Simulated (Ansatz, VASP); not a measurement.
# Ba in VASP and in Ansatz

```
CELL_PARAMETERS angstrom
4.46884 0.00000 0.00000
-2.23442 3.87013 0.00000
0.00000 0.00000 7.34102
ATOMIC_POSITIONS crystal
Ba 0.33333 0.66667 0.25000
Ba 0.66667 0.33333 0.75000
```

Alike in both runs: functional PBE; k mesh 11 × 11 × 6; occupations fermi-dirac, width 0.05 eV; no spin polarisation.

Ansatz relaxed the structure, and its values are those at the end. VASP's run is a single point on that final structure, the one shown.

|  | VASP | Ansatz |
| --- | --- | --- |
| version | VASP 6.6.1 | Ansatz 0.2.0 |
| potentials or method | VASP PAW PBE potentials, release 64 (Ba_sv) | PAW with Ansatz's default frozen-core files, scalar-relativistic |
| plane-wave cutoff (eV) | 520 | 420 |
| valence electrons in the cell | 20 | 20 |

```tsv
	VASP	Ansatz	Ansatz less VASP
pressure (GPa)	0.0	0.0	-0.05
```

The functional is the same, so the differences come from potentials, cutoffs and numerics.

Spin-orbit coupling is left out, which matters for the levels of Ba.
